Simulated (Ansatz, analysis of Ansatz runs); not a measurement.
**A defect in a sheet: C_As in monolayer As**

We look for the structure, spin, formation energy and gap states of neutral C_As in monolayer As. Model: a cell of 18 host atoms with 1 As taken out and 1 C put in.

Main program and level: Ansatz 0.2.0; plane-wave PAW DFT, PBE; supercells relaxed in a periodic cell with vacuum, the primitive cell and the final single points with the Coulomb interaction cut along the normal.

The database entry behind the starting cell differs from later determinations by our own check (old inner coordinate), so it need not match the best structure at ambient conditions.

## (1) Set-up

The cell holds 18 atoms: 17 As and 1 C. Its edges and angles: a = 10.816 Å, b = 10.816 Å, c = 30.000 Å, α = 90.0°, β = 90.0°, γ = 120.0°. It derives from As (As monolayer (from R-3m)), repeated 3×3×1. Vacuum lies along c. Nearest the centre at fractional (0.444, 0.556, 0.523): C10 at 0.00 Å, As11 at 2.50 Å, As17 at 2.50 Å, As9 at 2.50 Å, As12 at 3.61 Å, As4 at 3.61 Å, As18 at 3.61 Å, As2 at 3.61 Å.

Coordinates:

```xyz
18
Lattice="10.8164 0.0000 0.0000 -5.4082 9.3673 0.0000 0.0000 0.0000 30.0000" Properties=species:S:1:pos:R:3
As    0.0000    0.0000   14.3047
As    0.0000    2.0816   15.6953
As   -1.8027    3.1224   14.3047
As   -1.8027    5.2041   15.6953
As   -3.6055    6.2449   14.3047
As   -3.6055    8.3265   15.6953
As    3.6055    0.0000   14.3047
As    3.6055    2.0816   15.6953
As    1.8027    3.1224   14.3047
C     1.8027    5.2041   15.6953
As    0.0000    6.2449   14.3047
As    0.0000    8.3265   15.6953
As    7.2110    0.0000   14.3047
As    7.2110    2.0816   15.6953
As    5.4082    3.1224   14.3047
As    5.4082    5.2041   15.6953
As    3.6055    6.2449   14.3047
As    3.6055    8.3265   15.6953
```

The cell's shortest repeat is 10.8 Å.

## (2) The perfect sheet

One layer is cut from the bulk crystal and relaxed, atoms and in-plane cell, with the Coulomb interaction cut along the normal so that the layer doesn't feel its images.

Contents of cell/input.yaml:

```yaml
crystal:
  lattice:
    - [3.761594, 0.0, 0.0]
    - [-1.880797, 3.257636, 0.0]
    - [0.0, 0.0, 25.251006]
  atoms:
    - { symbol: As, position: [0.0, 0.0, 0.4752286] }
    - { symbol: As, position: [0.3333333, 0.6666667, 0.5247714] }
  periodic: [true, true, false]
basis:
  ecutwfc: 420
  xc_grid: 2
hamiltonian:
  xc: pbe
kpoints:
  mp_grid: { grid: [10, 10, 1] }
scf:
  occupations: { method: fermi_dirac, width: 0.02 }
  max_iter: 60
relax:
  f_tol: 0.005
  max_steps: 60
  cell: {}
output:
  forces: true
checkpoint:
  write: "../cell.run"
  compress: false
  write_wavefunctions: false
  write_every: 100000
```

On the command line:

```bash
ansatz run input.yaml --threads 4 --pin off --max-ram 10362MiB --backend cpu --events-out ev --progress --plain --runs-dir out
```

Numbers of over 12 decimals in the logs are rounded to 6 here.

What it wrote:

```text
[... repeated set-up lines and file paths are left out, and long positions are rounded to six places ...]
Warning: crystal.periodic: the lattice vector that does not repeat stood 0.000° off the slab's normal, 25.251 Å along it as the deck builds it. [...]
crystal.periodic: the lattice vector that does not repeat stood 0.000° off the slab's normal, 25.251 Å along it as the deck builds it. [...]
Engine: ansatz 0.2.0, aarch64-unknown-linux-gnu
Pseudopotentials: kind: paw
Pseudopotential: As, paw, valence charge 15, recommended cutoff 420 eV (normal), As.paw.azcp
Functional definition: PBE
  parameter kappa = 0.804
  parameter beta = 0.066725
  exchange = pbe_x(kappa = kappa, mu = beta*pi^2/3)
  correlation = pbe_c(beta = beta)
Crystal: 2 atoms, lattice volume = 322.302 Å³
Basis set: ecut = 420 eV, 6315 PW (Γ), exchange–correlation on 54×54×360 points (8 copies of the dense FFT grid, shifted against one another)
Bands: 19, of which v1, the nominal top of the filled ones, is band 15 counted from 1 (14 counted from 0)
Symmetry: 12 space group operations
Space group: P-3m1 (ITA 164), of the structure as read, at distance tolerance 6.9e-5 Å
k-points: 14 of 100
Non-local potential: As, projectors of the file, l = 0: 2, l = 1: 2, l = 2: 3, l = 3: 1
PAW form: soft (Blöchl's): semilocal exchange-correlation on the pseudo side does not see the compensation charge
PAW one-centre angular grid: As, 590 points (default); XC on 64 Gauss nodes
Initial density: superposition of atomic densities (neutral atoms: chi_scale 0, normalization atom), corrected by the library's trained network
Initial wavefunctions: pseudopotential atomic-orbital guess
Functional: x = pbe(κ = 0.804, μ = 0.219515), c = pbe(β = 0.066725)
SCF iter   1: F=—  HF=-9712.139318 eV  |F-HF|=—  |Δ(HF+E_count)|=         —  Δρ=5.92e-4  dr2=4.44e-3  ethr=1.77e-3  ⟨swp⟩=10.8  Hψ=1744  notcnv=0
preconditioner: auto → none  [insulator: Δε(μ)=0.762 eV  Ē_g=9.344 eV  σ=0.020 eV  W_gap=1.00  n_scr=14 (ndim 8)  ℏωp=6.5 eV  f_vac=0.800  D(μ)=0.00/eV (n_scr^D=0)  ε∞_Penn≈1.5]
SCF iter   2: F=—  HF=-9712.136751 eV  |F-HF|=—  |Δ(HF+E_count)|=   2.57e-3  Δρ=3.09e-4  dr2=3.43e-4  ethr=1.48e-5  ⟨swp⟩=3.5  Hψ=629  notcnv=0
SCF iter   3: F=—  HF=-9712.136877 eV  |F-HF|=—  |Δ(HF+E_count)|=   1.26e-4  Δρ=1.32e-4  dr2=4.84e-5  ethr=1.14e-6  ⟨swp⟩=3.2  Hψ=448  notcnv=0
SCF iter   4: F=—  HF=-9712.136964 eV  |F-HF|=—  |Δ(HF+E_count)|=   8.78e-5  Δρ=2.21e-5  dr2=1.17e-6  ethr=1.61e-7  ⟨swp⟩=3.1  Hψ=450  notcnv=0
iter 5 did not close the SCF: its close was put off for the readings that it lacked (scf_convergence_deferred on its scf_iter line)
[...]
relax step   2: F+E_penalty+E_count = -9712.07215504 eV  Δ(F+E_penalty+E_count) = +6.481e-2 eV  max|allowed force component| = 2.054e0 eV/Å  Δτ_max = 0.1624 Å  P = -0.959 N/m  Ω = 294.641 Å³  energy of the carried Pulay correction = +5.685e-4 eV  fix = [c, alpha, beta]  (7 SCF iters, dr2 threshold 2.00e-7 eV, rejected (line search))
[...]
relax step   5: F+E_penalty+E_count = -9712.26866903 eV  Δ(F+E_penalty+E_count) = -5.260e-3 eV  max|allowed force component| = 1.841e-2 eV/Å  Δτ_max = 0.0039 Å  P = -0.081 N/m  Ω = 296.790 Å³  energy of the carried Pulay correction = +5.225e-4 eV  fix = [c, alpha, beta]  reactions: c -0.000 N/m  (4 SCF iters, dr2 threshold 2.00e-7 eV, accepted)
[...]
relax step   7: F+E_penalty+E_count = -9712.26831548 eV  Δ(F+E_penalty+E_count) = +4.360e-4 eV  max|allowed force component| = 1.004e-3 eV/Å  Δτ_max = 0.0000 Å  P = -0.000 N/m  Ω = 296.105 Å³  fix = [c, alpha, beta]  reactions: c -0.000 N/m  stress off target by 5.75e-5 N/m on what of the cell is left free  SCF on the basis re-selected at this cell (its energy is not comparable with the rows above)  (6 SCF iters)
basis re-selected at this cell: Δ(F+E_penalty+E_count) = +4.360e-4 eV, ΔP = -0.003 N/m vs the last step (what re-selecting the basis moved, of the pressure what is left beyond the Pulay correction that the steps carried, after the strain that the cell walked [...]
SCF converged after 6 iterations
Free energy (F): -9712.268315 eV
Harris-Foulkes:  -9712.268315 eV  (|F-HF|=3.82e-11)
Internal energy: -9712.268315 eV  (E = F + TS)
E sigma→0 (E₀):  -9712.268315 eV
Fermi energy:    -4.567433 eV
--- Per-component energies (eV) ---
  E_band       = -914.330547
  E_kinetic    = 203.915177
  E_local      = -44077.820798  (includes V_loc(G=0)·N_el)
  E_nonlocal   = -1341.469014
  E_hartree    = 21996.084486
  E_xc         = -157.598887
  E_vxc        = -157.145219  (∫ρ·V_xc dr)
  E_paw        = -3669.150560  (= ΣΔE_a)
  E_vpaw       = 466.020288  (= ΣTr[D̂ρ^β])
  E_aug_tail   = 0.000014  (compensation charges beyond the density's cutoff)
  E_ewald      = 17333.771267
  E_smearing   = -0.000000  (= −TS)
  E_closure    = 0.000000  (closes the sum)
  Σ components = -9712.268315   (vs F -9712.268315, Δ=0.00e0)
--- Forces (eV/Å), atoms counted from 1 ---
  atom   1  As    -0.00000000    -0.00000000    -0.00100425
  atom   2  As     0.00000000     0.00000000     0.00100425
  max |Σ_I F_I| component: 1.16e-18 eV/Å
--- 2D stress c σ (N/m, compression-positive) ---
       -0.000058      -0.000000      -0.000000
       -0.000000      -0.000058      -0.000000
       -0.000000      -0.000000      -0.000000
  P = ½ c Tr σ = -0.0001 N/m
--- Relaxed structure (6 steps of the walk, 5 accepted, 1 SCFs on fresh bases) ---
  F+E_penalty+E_count = -9712.26831548 eV   max|allowed force component| = 1.004e-3 eV/Å   (the final SCF, on the basis selected at the relaxed cell)
  cell:  # Å, volume = 296.1053 Å³
    - [3.605482, 0, 0]
    - [-1.802741, 3.122439, 0]
    - [0, 0, 26.302011]
  atoms:
    - { symbol: As, position: [-4.369436500337528e-17, -5.551115453998028e-17, 0.453584] }
    - { symbol: As, position: [0.333333, 0.666667, 0.506457] }
```

Wall time 7.2 s (4 threads of Arm Neoverse V2, shared host); peak memory 0.57 GiB.

The in-plane vectors went from 3.762 and 3.762 Å, as in the bulk, to 3.605 and 3.605 Å; the layer is 1.39 Å thick between its outer atoms.

## (3) Does the sheet stay flat and symmetric?

The defect-free supercell is relaxed from atoms displaced by 0.08 Å at random. A buckling or a charge-density wave of the sheet itself would otherwise be counted to the defect.

Contents of pristine.relax/input.yaml:

```yaml
crystal:
  lattice:
    - [10.8164460205, 0.0, 0.0]
    - [-5.4082230102, 9.3673170324, 0.0]
    - [0.0, 0.0, 13.0]
  atoms:
    - { symbol: As, position: [0.0, 0.0, 0.4465128803] }
    - { symbol: As, position: [0.1111111111, 0.2222222222, 0.5534871197] }
    - { symbol: As, position: [0.0, 0.3333333333, 0.4465128803] }
    - { symbol: As, position: [0.1111111111, 0.5555555556, 0.5534871197] }
[... 8 atom lines left out ...]
    - { symbol: As, position: [0.6666666667, 0.0, 0.4465128803] }
    - { symbol: As, position: [0.7777777778, 0.2222222222, 0.5534871197] }
    - { symbol: As, position: [0.6666666667, 0.3333333333, 0.4465128803] }
    - { symbol: As, position: [0.7777777778, 0.5555555556, 0.5534871197] }
    - { symbol: As, position: [0.6666666667, 0.6666666667, 0.4465128803] }
    - { symbol: As, position: [0.7777777778, 0.8888888889, 0.5534871197] }
basis:
  ecutwfc: 420
  xc_grid: 2
hamiltonian:
  xc: pbe
kpoints:
  mp_grid: { grid: [2, 2, 1] }
scf:
  occupations: { method: fermi_dirac, width: 0.01 }
  max_iter: 60
output:
  forces: true
relax:
  f_tol: 0.015
  max_steps: 100
  random_displacement: { amplitude: 0.08, seed: 162 }
```

What it wrote:

```text
[...]
Crystal: 18 atoms, lattice volume = 1317.174 Å³
Basis set: ecut = 420 eV, 25795 PW (Γ), exchange–correlation on 150×150×180 points (8 copies of the dense FFT grid, shifted against one another)
Bands: 162, of which v1, the nominal top of the filled ones, is band 135 counted from 1 (134 counted from 0)
Symmetry: 1 space group operations
k-points: 4
[...]
SCF iter   1: F=—  HF=-87409.658444 eV  |F-HF|=—  |Δ(HF+E_count)|=         —  Δρ=9.42e-4  dr2=1.28e-2  ethr=1.77e-3  ⟨swp⟩=6.2  Hψ=2423  notcnv=0  defer=1
[...]
SCF iter   7: F=-87409.669024 eV  HF=-87409.669025 eV  |F-HF|=3.70e-7  |Δ(HF+E_count)|=   2.55e-6  Δρ=6.60e-6  dr2=1.02e-6  ethr=2.08e-9  ⟨swp⟩=4.0  Hψ=1898  notcnv=0
SCF 1 converged in 7 iterations: F = -87409.669024 eV  dr2 = 1.02e-6
[...]
atom  16  As     0.00009439     0.00019022    -0.00014366
  atom  17  As     0.00005996    -0.00039129     0.00054911
  atom  18  As     0.00012570     0.00005779    -0.00052785
  max |Σ_I F_I| component: 4.22e-5 eV/Å
--- Relaxed structure (5 steps of the walk, 5 accepted, 0 SCFs on fresh bases) ---
  F+E_penalty+E_count = -87410.21367308 eV   max|allowed force component| = 1.648e-3 eV/Å
  atoms:
    - { symbol: As, position: [-9.999919822809445e-5, 0.000626, 0.447048] }
    - { symbol: As, position: [0.111116, 0.222936, 0.553749] }
    - { symbol: As, position: [-0.000102, 0.334029, 0.447049] }
    - { symbol: As, position: [0.110989, 0.556179, 0.553935] }
    - { symbol: As, position: [-4.203570460992179e-6, 0.667413, 0.447134] }
    - { symbol: As, position: [0.111026, 0.889626, 0.553956] }
    - { symbol: As, position: [0.333213, 0.000586, 0.447108] }
    - { symbol: As, position: [0.444435, 0.223024, 0.553666] }
[...]
- { symbol: As, position: [0.666677, 0.334001, 0.446889] }
    - { symbol: As, position: [0.777631, 0.556163, 0.553769] }
    - { symbol: As, position: [0.666618, 0.667384, 0.446975] }
    - { symbol: As, position: [0.777691, 0.889519, 0.553877] }
[key lines of the parts left out:]
SCF converged after 6 iterations
Free energy (F): -87410.213673 eV
Fermi energy:    -0.105219 eV
```

The job ended after 39 s (4 threads; peak memory 3.6 GiB; 2.6 min of CPU time).

A first try of the k-points missed the dense mesh's energy by 244 meV an atom, so the mesh was refined. At a 2×2×1 Γ-centred mesh the symmetric supercell lies within 12 meV an atom of the primitive cell's dense mesh.

It returns to the energy of the symmetric cell, so the symmetric sheet is kept as the host.

## (4) Band edges against the vacuum level

With the interaction cut along the normal, the potential far from the sheet is the zero of energy, so band edges and defect states of different cells share one scale, as long as a cell has no dipole along the normal.

Contents of host/input.yaml:

```yaml
crystal:
  lattice:
    - [3.6054820068, 0.0, 0.0]
    - [-1.8027410034, 3.1224390108, 0.0]
    - [0.0, 0.0, 30.0]
  atoms:
    - { symbol: As, position: [0.0, 0.0, 0.4768222481] }
    - { symbol: As, position: [0.3333333333, 0.6666666667, 0.5231777519] }
  periodic: [true, true, false]
basis:
  ecutwfc: 420
  xc_grid: 2
hamiltonian:
  xc: pbe
kpoints:
  mp_grid: { grid: [6, 6, 1] }
  band_path: { path: [VBM, CBM], npoints: 1 }
scf:
  occupations: { method: fixed }
  max_iter: 60
output:
  forces: true
  eigenvalues: true
  write_potential: true
  volumetric_format: npy
```

What it wrote:

```text
[...]
Crystal: 2 atoms, lattice volume = 337.737 Å³
Basis set: ecut = 420 eV, 6533 PW (Γ), exchange–correlation on 50×50×432 points (8 copies of the dense FFT grid, shifted against one another)
Bands: 19, of which v1, the nominal top of the filled ones, is band 15 counted from 1 (14 counted from 0)
Symmetry: 12 space group operations
[...]
k-points: 7 of 36
[...]
SCF iter   1: F=—  HF=-9712.245829 eV  |F-HF|=—  |Δ(HF+E_count)|=         —  Δρ=5.93e-4  dr2=1.43e-3  ethr=1.77e-3  ⟨swp⟩=6.7  Hψ=604  notcnv=0  defer=10
[...]
SCF iter   6: F=-9712.245866 eV  HF=-9712.245866 eV  |F-HF|=6.16e-9  |Δ(HF+E_count)|=   3.22e-8  Δρ=1.01e-6  dr2=2.87e-9  ethr=7.68e-11  ⟨swp⟩=21.3  Hψ=1419  notcnv=0
SCF 1 converged in 6 iterations: F = -9712.245866 eV  dr2 = 2.87e-9
[...]
NSCF: frozen V_eff on 7 k-points
[...]
SCF converged after 6 iterations
Free energy (F): -9712.245866 eV
[...]
Internal energy: -9712.245866 eV  (E = F + TS)
E sigma→0 (E₀):  -9712.245866 eV
Fermi energy:    -5.352908 eV
[...]
--- Forces (eV/Å), atoms counted from 1 ---
  atom   1  As     0.00000000     0.00000000     0.02833904
  atom   2  As    -0.00000000    -0.00000000    -0.02833904
  max |Σ_I F_I| component: 5.78e-19 eV/Å
--- Band table (eV; the first three rows and the last of 7) ---
[...]
[... further k-points left out ...]
  ° read free of the cell's end (the report's vacuum.weakly_bound_levels)
```

Wall time 2.4 s (4 threads); peak memory 0.53 GiB; 7.9 s of CPU time.

The band edges were searched for over the zone, on the density of this mesh. The valence top lies 5.35 eV and the conduction bottom 3.73 eV below the vacuum level: a gap of 1.62 eV.

[end of part 1 of 3]

[Logs are printed without paths, hosts, clocks, repeated set-up lines and the standing remarks that a program may print on its own settings, such as how far it seeks lower states.]

[Hosts, paths, dates, database ids (printed as entryN), source tags and the programs' standing remarks are cut or masked in the printed files.]

[Maps of the electrostatic potential energy from Ansatz leave out the sawtooth potential of an applied field or a dipole correction, so their vacuum need not be flat.]
